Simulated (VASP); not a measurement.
Runs of VASP 6.6.1 on KCl. The structure is cubic, space group Pm-3m (No. 221). Conventional cell: a = 3.771 Å, b = 3.771 Å, c = 3.771 Å, α = 90.00°, β = 90.00°, γ = 90.00°. Around K (site symmetry m-3m) lie 8 Cl at 3.27 Å. Around Cl (site symmetry m-3m) lie 8 K at 3.27 Å. Measurements of this composition are mostly on another form, of space group No. 225.

| task | cell | gap on the mesh (eV) | pressure (GPa) |
| --- | --- | --- | --- |
| relaxation of cell and atoms | relaxed | 5.81 | 0.0 |
| relaxation of the atoms | atoms relaxed from: a relaxed cell with its volume scaled by 1.04 | (a) | -0.8 |
| relaxation of the atoms | atoms relaxed from: a relaxed cell with its volume scaled by 1.06 | 5.54 | -1.1 |
| relaxation of the atoms | atoms relaxed | 5.81 | 0.0 |
| relaxation of the atoms | atoms relaxed from: a relaxed cell with its volume scaled by 1.02 | 5.71 | -0.4 |

Alike in all rows: level r2SCAN; potentials or basis VASP PAW PBE potentials, release 64 (K_sv, Cl); no spin polarisation; k mesh 8 × 8 × 8; cutoff (eV) 600; smearing gaussian 0.03 eV.

Estimate the missing entries.

(a) 5.62.

Caveats: the relaxation stopped at its first step, so nothing moved; the PAW data sets were made with another functional, which shifts forces and pressure a little.

A k mesh can miss the band edges.
